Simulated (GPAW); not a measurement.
Runs of GPAW 26.7.0 on CrO2. It takes space group P-3m1 (No. 164, trigonal). The conventional cell has a = 2.780 Å, b = 2.780 Å, c = 4.485 Å, α = 90.00°, β = 90.00°, γ = 120.00°. Around Cr (site symmetry -3m) lie 6 O at 1.96 Å. O (site symmetry 3m) is surrounded by 3 Cr at 1.96 Å. Measurements of this composition are mostly on another form, of space group No. 136.

| level | spin | U | fixed moment (μB) | gap on the mesh (eV) | pressure (GPa) | moment (μB) | largest force (eV/Å) |
| --- | --- | --- | --- | --- | --- | --- | --- |
| PBE+U | collinear, zero start | Cr d U = 7 eV | 0.0 | - | (a) | 0.00 | 0.94 |
| PBE+U | collinear, ferromagnetic start | Cr d U = 3 eV | - | none | (b) | 2.00 | 1.66 |
| PBE+U | off | Cr d U = 3 eV | - | none | -7.2 | - | 1.55 |
| r2SCAN+U | collinear, ferromagnetic start | Cr d U = 7 eV | - | none | 21.7 | 2.00 | 0.62 |

Alike in all rows: task single point; potentials or basis GPAW PAW data sets (gpaw-data 1.2.1), pw; cell as given; k mesh 8 × 8 × 4; cutoff (eV) 800; smearing gaussian 0.05 eV.

Task: Estimate the missing entries.

Result: (a) 9.4; (b) 6.8.

Caveats: a cell with one magnetic atom can't hold antiferromagnetic order, which such compounds often take (some runs); forces of over 1 eV/Å show positions far from the minimum, so gaps and moduli don't describe the material at rest (some runs); the run has no moments, though such compounds are often magnetic (some runs); a magnetic state may lie lower (some runs); the total moment is fixed, so each spin has its own Fermi level (some runs); U without spin polarisation on a metal has little footing (some runs); the PAW data sets were made with another functional, which shifts forces and pressure a little (some runs).

A gap of «none» marks a metal or a gap under the smearing width.
